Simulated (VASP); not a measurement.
# NaH (Fm-3m) in VASP: further runs

One crystal, NaH, is run at these levels: PBE, r2SCAN; tasks: relaxation of cell and atoms.

Program: VASP 6.6.1. These are calculated values, not measurements. Logs are shortened: lines on timing, memory, paths and dates and some standing lists are left out, and cuts for length are marked.

### Step 1. The crystal as given

It takes space group Fm-3m (No. 225, cubic). The conventional cell has a = 4.834 Å, b = 4.834 Å, c = 4.834 Å, α = 90.00°, β = 90.00°, γ = 90.00°. Na (site symmetry m-3m) is surrounded by 6 H at 2.42 Å. Around H (site symmetry m-3m) lie 6 Na at 2.42 Å.

### Step 2. Relaxation of cell and atoms, PBE

Contents of INCAR:

```
  ALGO = Normal
  EDIFF = 1E-7
  EDIFFG = -0.005
  ENCUT = 600
  GGA = PE
  IBRION = 2
  ISIF = 3
  ISMEAR = 0
  LASPH = True
  LCHARG = False
  LREAL = False
  LWAVE = False
  NELM = 80
  NSW = 90
  PREC = Accurate
  SIGMA = 0.03
```

Contents of KPOINTS:

```
k-points
0
Gamma
  10 10 10
```

Contents of POSCAR:

```
NaH                                     
1.0
   -0.0000000000      2.4171491077      2.4171491077
    2.4171491077     -0.0000000000      2.4171491077
    2.4171491077      2.4171491077      0.0000000000
  Na              H             
     1     1
Direct
     0.0000000000000000    0.0000000000000000    0.0000000000000000
     0.5000000000000000    0.5000000000000000    0.5000000000000000
```

Potentials or basis: VASP PAW PBE potentials, release 64 (Na_pv, H).

Command:

```console
$ cat potpaw_PBE.64/Na_pv/POTCAR potpaw_PBE.64/H/POTCAR > POTCAR
$ mpirun -np 1 vasp_std > vasp.out
```

OUTCAR:

```text
EDIFF = 1E-7
   EDIFFG = -0.005
   ENCUT = 600
   GGA = PE
   IBRION = 2
   ISIF = 3
   ISMEAR = 0
   LASPH = True
   LREAL = False
   NELM = 80
   NSW = 90
   PREC = Accurate

 ion  position               nearest neighbor table
   1  0.000  0.000  0.000-
   2  0.500  0.500  0.500-

  LATTYP: Found a face centered cubic cell.
 ALAT       =     4.8342982154

  Lattice vectors:

 A1 = (   0.0000000000,   2.4171491077,   2.4171491077)
 A2 = (   2.4171491077,   0.0000000000,   2.4171491077)
 A3 = (   2.4171491077,   2.4171491077,   0.0000000000)

Analysis of symmetry for initial positions (statically):
=====================================================================
 Subroutine PRICEL returns:
 Original cell was already a primitive cell.

 Routine SETGRP: Setting up the symmetry group for a
 face centered cubic supercell.

 Subroutine GETGRP returns: Found 48 space group operations
 (whereof 48 operations were pure point group operations)
 out of a pool of 48 trial point group operations.

The static configuration has the point symmetry O_h .

Analysis of symmetry for dynamics (positions and initial velocities):
=====================================================================
 Subroutine PRICEL returns:
 Original cell was already a primitive cell.

 Routine SETGRP: Setting up the symmetry group for a
 face centered cubic supercell.

 Subroutine GETGRP returns: Found 48 space group operations
 (whereof 48 operations were pure point group operations)
 out of a pool of 48 trial point group operations.

The dynamic configuration has the point symmetry O_h .

 Subroutine INISYM returns: Found 48 space group operations
 (whereof 48 operations are pure point group operations),
 and found     1 'primitive' translations

----------------------------------------------------------------------------------------

                                     Primitive cell

  volume of cell :      28.2449

  direct lattice vectors                    reciprocal lattice vectors
     0.000000000  2.417149108  2.417149108    -0.206855257  0.206855257  0.206855257
     2.417149108  0.000000000  2.417149108     0.206855257 -0.206855257  0.206855257
     2.417149108  2.417149108  0.000000000     0.206855257  0.206855257 -0.206855257

  length of vectors
     3.418365050  3.418365050  3.418365050     0.358283815  0.358283815  0.358283815

  position of ions in fractional coordinates (direct lattice)
     0.000000000  0.000000000  0.000000000
     0.500000000  0.500000000  0.500000000

  ion indices of the primitive-cell ions
   primitive index   ion index
                 1           1
                 2           2

----------------------------------------------------------------------------------------

 KPOINTS: k-points

Automatic generation of k-mesh.
 Grid dimensions read from file:
 generate k-points for:   10   10   10

 Generating k-lattice:

  Cartesian coordinates                     Fractional coordinates (reciprocal lattice)
    -0.020685526  0.020685526  0.020685526     0.100000000  0.000000000  0.000000000
     0.020685526 -0.020685526  0.020685526     0.000000000  0.100000000  0.000000000
     0.020685526  0.020685526 -0.020685526     0.000000000  0.000000000  0.100000000

  Length of vectors
     0.035828382  0.035828382  0.035828382

  Shift w.r.t. Gamma in fractional coordinates (k-lattice)
     0.000000000  0.000000000  0.000000000

 Subroutine IBZKPT returns following result:
 ===========================================

 Found     47 irreducible k-points:

 Following reciprocal coordinates:
            Coordinates               Weight
  0.000000  0.000000  0.000000      1.000000
  0.100000  0.000000  0.000000      8.000000
  0.200000  0.000000  0.000000      8.000000
  0.300000  0.000000  0.000000      8.000000
  0.400000  0.000000  0.000000      8.000000
  0.500000  0.000000  0.000000      4.000000
[... 16 lines left out ...]
  0.300000  0.300000  0.000000      6.000000
  0.400000  0.300000  0.000000     24.000000
 [... further k-points ...]
   k-points           NKPTS =     47   k-points in BZ     NKDIM =     47   number of bands    NBANDS=      8
   number of dos      NEDOS =    301   number of ions     NIONS =      2
   total plane-waves  NPLWV =  21952
   dimension x,y,z NGX =    28 NGY =   28 NGZ =   28
   dimension x,y,z NGXF=    56 NGYF=   56 NGZF=   56
   ions per type =               1   1
   NGX,Y,Z   is equivalent  to a cutoff of  13.62, 13.62, 13.62 a.u.
   NGXF,Y,Z  is equivalent  to a cutoff of  27.23, 27.23, 27.23 a.u.
 SYSTEM =  unknown system
   PREC   = accura    normal or accurate (medium, high low for compatibility)
   ISTART =      0    job   : 0-new  1-cont  2-samecut
   ICHARG =      2    charge: 1-file 2-atom 10-const
   ISPIN  =      1    spin polarized calculation?
   LNONCOLLINEAR =      F non collinear calculations
   LSORBIT =      F    spin-orbit coupling
   LASPH  =      T    aspherical Exc in radial PAW
   ENCUT  =  600.0 eV  44.10 Ry    6.64 a.u.   6.83  6.83  6.83*2*pi/ulx,y,z
   NELM   =     80;   NELMIN=  2; NELMDL= -5     # of ELM steps
   EDIFF  = 0.1E-06   stopping-criterion for ELM
   LREAL  =      F    real-space projection
   EDIFFG = -.5E-02   stopping-criterion for IOM
   NSW    =     90    number of steps for IOM
   IBRION =      2    ionic relax: 0-MD 1-quasi-New 2-CG
   NFREE  =      1    steps in history (QN), initial steepest desc. (CG)
   ISIF   =      3    stress and relaxation
   ISYM   =      2    0-nonsym 1-usesym 2-fastsym
   POTIM  = 0.5000    time-step for ionic-motion
   TEBEG  =    0.0;   TEEND  =   0.0 temperature during run
   PSTRESS=    0.0 pullay stress
   NELECT =       8.0000    total number of electrons
   NUPDOWN=      -1.0000    fix difference up-down
   EMIN   =  10.00;   EMAX   =-10.00  energy-range for DOS
   EFERMI =   0.00;   METHOD = LEGACY
   ISMEAR =     0;   SIGMA  =   0.03  broadening in eV -4-tet -1-fermi 0-gaus
   EFERMI_NEDOS =   21; number of points for ismear=-14 and -15
   IALGO  =     38    algorithm
   IMIX   =      4    mixing-type and parameters
     AMIX     =   0.40;   BMIX     =  1.00
     AMIX_MAG =   1.60;   BMIX_MAG =  1.00
  volume/ion in A,a.u.               =      14.12        95.30
  Fermi-wavevector in a.u.,A,eV,Ry     =   1.075123  2.031687 15.726824  1.155889
  Thomas-Fermi vector in A             =   2.210970
   LORBIT       =      0    0 simple, 1 ext, 2 COOP (PROOUT), +10 PAW based schemes
   GGA     = PE    functional components
   LHFCALC =     F    Hartree Fock is set to
   AEXX    =    0.0000 exact exchange contribution
   IVDW    =     0    specifies the selected vdW correction
   LEPSILON=     F    determine dielectric tensor
   LRPA    =     F    only Hartree local field effects (RPA)
 conjugate gradient relaxation of ions
 non-spin polarized calculation
 Gauss-broadening in eV      SIGMA  =   0.03
  energy-cutoff  :      600.00
  volume of cell :       28.24
 maximum number of plane-waves:       960
   NGX = 13   NGY = 13   NGZ = 13

 number of electron       7.9999999 magnetization

 Free energy of the ion-electron system (eV)
  ---------------------------------------------------
  ext. energy  EPLUGINS =         0.00000000
  ---------------------------------------------------
  free energy    TOTEN  =        -5.08795984 eV

  energy without entropy =       -5.08795984  energy(sigma->0) =       -5.08795984

 E-fermi :  -0.9889     XC(G=0):  -7.7660

 val. band max:       -1.1351228554   @ k =  -0.3000   0.5000   0.2000
 cond. band min:       2.6414464653   @ k =   0.5000   0.0000   0.0000
 fundamental gap:      3.7765693208
 Fermi energy:        -0.9888709283

 k-point     1 :       0.0000    0.0000    0.0000
  band No.  band energies     occupation
      1     -23.2216      2.00000
      2     -23.2216      2.00000
      3     -23.2216      2.00000
      4      -4.7317      2.00000
      5       9.2906      0.00000
      6      14.4774      0.00000
      7      14.4774      0.00000
      8      14.4774      0.00000

 k-point     2 :       0.1000    0.0000    0.0000
  band No.  band energies     occupation
      1     -23.2306      2.00000
      2     -23.2226      2.00000
      3     -23.2226      2.00000
      4      -4.5594      2.00000
      5       8.7300      0.00000
      6      12.3500      0.00000
      7      13.8552      0.00000
      8      13.8552      0.00000

 k-point     3 :       0.2000    0.0000    0.0000
  band No.  band energies     occupation
      1     -23.2541      2.00000
      2     -23.2255      2.00000
      3     -23.2255      2.00000
      4      -4.0590      2.00000
      5       7.1127      0.00000
      6      10.8284      0.00000
      7      13.1542      0.00000
      8      13.1542      0.00000

 k-point     4 :       0.3000    0.0000    0.0000
  band No.  band energies     occupation
      1     -23.2829      2.00000
      2     -23.2289      2.00000
      3     -23.2289      2.00000
      4      -3.2915      2.00000
      5       5.0971      0.00000
      6      10.1024      0.00000
      7      12.6529      0.00000
      8      12.6529      0.00000

 k-point     5 :       0.4000    0.0000    0.0000
  band No.  band energies     occupation
      1     -23.3059      2.00000
      2     -23.2317      2.00000
      3     -23.2317      2.00000
      4      -2.4298      2.00000
      5       3.3895      0.00000
      6       9.7596      0.00000
      7      12.3571      0.00000
      8      12.3571      0.00000

 k-point     6 :       0.5000    0.0000    0.0000
  band No.  band energies     occupation
      1     -23.3147      2.00000
      2     -23.2328      2.00000
      3     -23.2328      2.00000
      4      -1.9728      2.00000
      5       2.6414      0.00000
      6       9.6566      0.00000
      7      12.2597      0.00000
      8      12.2597      0.00000

 k-point     7 :       0.1000    0.1000    0.0000
  band No.  band energies     occupation
      1     -23.2304      2.00000
      2     -23.2246      2.00000
      3     -23.2246      2.00000
      4      -4.5029      2.00000
      5       8.6296      0.00000
      6      12.8908      0.00000
      7      12.8908      0.00000
      8      12.9138      0.00000
[... 133 lines left out ...]
 k-point    20 :      -0.4000    0.2000    0.0000
  band No.  band energies     occupation
      1     -23.3013      2.00000
      2     -23.2550      2.00000
      3     -23.2372      2.00000
      4      -1.6988      2.00000
      5       3.3997      0.00000
      6       6.7642      0.00000
      7      11.2302      0.00000
      8      12.0495      0.00000

 k-point    21 :      -0.3000    0.2000    0.0000
  band No.  band energies     occupation
      1     -23.2919      2.00000
      2     -23.2540      2.00000
      3     -23.2329      2.00000
      4      -2.2766      2.00000
      5       4.3537      0.00000
      6       6.7846      0.00000
      7      11.9359      0.00000
      8      12.4392      0.00000

 k-point    22 :      -0.2000    0.2000    0.0000
  band No.  band energies     occupation
      1     -23.2782      2.00000
      2     -23.2457      2.00000
      3     -23.2284      2.00000
      4      -3.0524      2.00000
      5       5.5828      0.00000
      6       7.5810      0.00000
      7      12.8394      0.00000
      8      12.9053      0.00000

 k-point    23 :       0.3000    0.3000    0.0000
  band No.  band energies     occupation
      1     -23.2783      2.00000
      2     -23.2423      2.00000
      3     -23.2423      2.00000
      4      -2.8740      2.00000
      5       5.5573      0.00000
      6       9.9278      0.00000
      7      10.3679      0.00000
      8      10.3679      0.00000

 k-point    24 :       0.4000    0.3000    0.0000
  band No.  band energies     occupation
      1     -23.2899      2.00000
      2     -23.2486      2.00000
      3     -23.2458      2.00000
      4      -2.2588      2.00000
      5       4.7390      0.00000
      6       8.1337      0.00000
      7      10.0999      0.00000
      8      10.8905      0.00000

 [... further k-points ...]

------------------------ aborting loop because EDIFF is reached ----------------------------------------

  FORCE on cell =-STRESS in cart. coord.  units (eV):
  Direction    XX          YY          ZZ          XY          YZ          ZX
  --------------------------------------------------------------------------------------
  -------------------------------------------------------------------------------------
  Total       -0.0036348     -0.0036348     -0.0036348      0.0000000      0.0000000     -0.0000000
  in kB       -0.2061793     -0.2061793     -0.2061793      0.0000000      0.0000000     -0.0000000
  external PRESSURE =      -0.2061793 kB  Pullay stress =       0.0000000 kB

 VOLUME and BASIS-vectors are now :
 -----------------------------------------------------------------------------
  energy-cutoff  :      600.00
  volume of cell :       28.24
      direct lattice vectors                 reciprocal lattice vectors
     0.000000000  2.417149108  2.417149108    -0.206855257  0.206855257  0.206855257
     2.417149108  0.000000000  2.417149108     0.206855257 -0.206855257  0.206855257
     2.417149108  2.417149108  0.000000000     0.206855257  0.206855257 -0.206855257

 POSITION                                       TOTAL-FORCE (eV/Angst)
 -----------------------------------------------------------------------------------
      0.00000      0.00000      0.00000        -0.000000      0.000000      0.000000
      2.41715      2.41715      2.41715         0.000000     -0.000000     -0.000000
 -----------------------------------------------------------------------------------
    total drift:                               -0.000000     -0.000000     -0.000000

  FREE ENERGIE OF THE ION-ELECTRON SYSTEM (eV)
  ---------------------------------------------------
  free  energy   TOTEN  =        -5.0879598366 eV

  energy  without entropy=       -5.0879598366  energy(sigma->0) =       -5.08795984

 reached required accuracy - stopping structural energy minimisation
```

Wall time 9.1 s (1 thread of Intel Xeon Platinum 8488C (Sapphire Rapids), shared host); peak memory 0.15 GiB.

Results:

| Item | Value |
| --- | --- |
| Free energy | -5.0880 eV |
| Pressure after relaxing | 0.0 GPa |
| Band gap on the k mesh | 3.78 eV, indirect (least direct gap 4.61 eV) |

Final structure:
```cif
data_structure
_symmetry_space_group_name_H-M 'P 1'
_symmetry_Int_Tables_number 1
_cell_length_a 3.4184
_cell_length_b 3.4184
_cell_length_c 3.4184
_cell_angle_alpha 60.000
_cell_angle_beta 60.000
_cell_angle_gamma 60.000
_cell_volume 28.24
loop_
_atom_site_label
_atom_site_type_symbol
_atom_site_fract_x
_atom_site_fract_y
_atom_site_fract_z
_atom_site_occupancy
Na1 Na 0.00000 0.00000 0.00000 1
H1 H 0.50000 0.50000 0.50000 1
```

Levels at points of the mesh, in eV from the valence-band top:
```
           k point  band 1  band 2  band 3  band 4  band 5  band 6  band 7  band 8
(0.00, 0.00, 0.00)  -22.09  -22.09  -22.09   -3.60   10.43   15.61   15.61   15.61
(0.50, 0.00, 0.00)  -22.18  -22.10  -22.10   -0.84    3.78   10.79   13.39   13.39
(0.50, 0.50, 0.00)  -22.17  -22.12  -22.12   -0.16    4.65   10.05   10.68   10.68
```

Caveat: the relaxation stopped at its first step, so nothing moved. A k mesh can miss the band edges.

(Continued in part 2 of 2.)
